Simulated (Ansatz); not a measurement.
# LiH: band gap under strain

Aim: follow the gap of LiH built on the rocksalt prototype through these states: +3.6 % biaxial strain in the (111) plane, free along [111]; +2.7 % strain along z alone; +0.9 % strain along [111] alone. The table at the end shows which levels were run.

The runs shown are made with Ansatz 0.2.0. PAW datasets, plane waves. The values are computed, spin-unpolarised, and not measurements.

## Step 1: The cell

The unstrained cell was relaxed with r2SCAN; in each strained cell the atoms were relaxed again with r2SCAN. Names of k-points are those of the unstrained zone, where strain can split equivalent points. First state: +3.6 % biaxial strain in the (111) plane, free along [111].

Space group R-3m (No. 166), trigonal; conventional cell a = 2.935 Å, c = 6.926 Å, 8.61 Å³ an atom. Around Li lie 6 H at 2.05 Å; around H lie 6 Li at 2.05 Å.

Coordinates:

```cif
data_structure
_symmetry_space_group_name_H-M 'P 1'
_symmetry_Int_Tables_number 1
_cell_length_a 2.8639
_cell_length_b 2.8639
_cell_length_c 2.8639
_cell_angle_alpha 61.655
_cell_angle_beta 61.655
_cell_angle_gamma 61.655
_cell_volume 17.23
loop_
_atom_site_label
_atom_site_type_symbol
_atom_site_fract_x
_atom_site_fract_y
_atom_site_fract_z
_atom_site_occupancy
Li1 Li 0.00000 0.00000 0.00000 1
H1 H 0.50000 0.50000 0.50000 1
```

## Step 2: +3.6 % biaxial strain in the (111) plane, free along [111]: PBE

Input file input.yaml:

```yaml
crystal:
  lattice:
    - [-0.0507565516, 2.0247467028, 2.0247467028]
    - [2.0247467028, -0.0507565516, 2.0247467028]
    - [2.0247467028, 2.0247467028, -0.0507565516]
  atoms:
    - { symbol: Li, position: [0.0, 0.0, 0.0] }
    - { symbol: H, position: [0.5, 0.5, 0.5] }
kpoints:
  mp_grid: { grid: [10, 10, 10] }
  band_path:
    path:
      - [0.0, 0.0, 0.0]
      - [0.5, 0.0, 0.5]
      - [0.625, 0.25, 0.625]
      - [0.375, 0.375, 0.75]
      - [0.5, 0.5, 0.5]
      - [0.5, 0.25, 0.75]
    npoints: 1
hamiltonian:
  xc: pbe
scf:
  occupations: { method: fermi_dirac, width: 0.02 }
  n_extra_bands: 4
output:
  forces: true
  stress: true
  eigenvalues: true
```

The runs that follow: +3.6 % biaxial strain in the (111) plane, free along [111]: r2SCAN; +3.6 % biaxial strain in the (111) plane, free along [111]: HSE06; +2.7 % strain along z alone: PBE; +2.7 % strain along z alone: r2SCAN; +2.7 % strain along z alone: HSE06; +0.9 % strain along [111] alone: PBE; +0.9 % strain along [111] alone: r2SCAN; +0.9 % strain along [111] alone: HSE06.

Q: Predict the outcome of this session.

As calculated:

Least gap in eV (negative: overlap):

| state | PBE | r2SCAN | HSE06 |
| --- | --- | --- | --- |
| +3.6 % biaxial strain in the (111) plane, free along [111] | 3.03 | 3.67 | 4.01 |
| +2.7 % strain along z alone | 2.71 | 3.34 | 3.68 |
| +0.9 % strain along [111] alone | 2.99 | 3.64 | 3.98 |

Where both were run, the HSE06 gap lies +0.97 to +0.99 eV from PBE's, each on its own k points. In PBE the gap is least under +2.7 % strain along z alone (2.71 eV) and largest under +3.6 % biaxial strain in the (111) plane, free along [111] (3.03 eV).
